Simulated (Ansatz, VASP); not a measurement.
## Two plane-wave programs on SnO (Romarchite)

```
Sn O
1.0
     3.89731    0.00000    0.00000
     0.00000    3.89731    0.00000
     0.00000    0.00000    4.96659
Sn O
2 2
Direct
  0.50000 0.00000 0.23690
  0.00000 0.50000 0.76310
  0.00000 0.00000 0.00000
  0.50000 0.50000 0.00000
```

Alike in both runs: task single point; functional PBE; k mesh 5 × 5 × 4; no spin polarisation.

|  | VASP | Ansatz |
| --- | --- | --- |
| version | VASP 6.6.1 | Ansatz 0.2.0 |
| potentials or method | VASP PAW PBE potentials, release 64 (Sn_d, O) | plane waves, PAW |
| plane-wave cutoff (eV) | 520 | 500 |
| occupations | gaussian, width 0.01 eV | fixed |
| valence electrons in the cell | 40 | 40 |

```tsv
	VASP	Ansatz	Ansatz less VASP
pressure (GPa)	-1.9	-2.1	-0.20
largest component of the traceless stress (GPa)	0.32	0.31	-0.009
```

Caveats: spin-orbit coupling is left out, which moves the levels of the heavy elements; an odd mesh through Γ misses points on the zone boundary, where band edges often lie. Expect the measured gap to be larger: semilocal functionals such as PBE lack the derivative discontinuity.
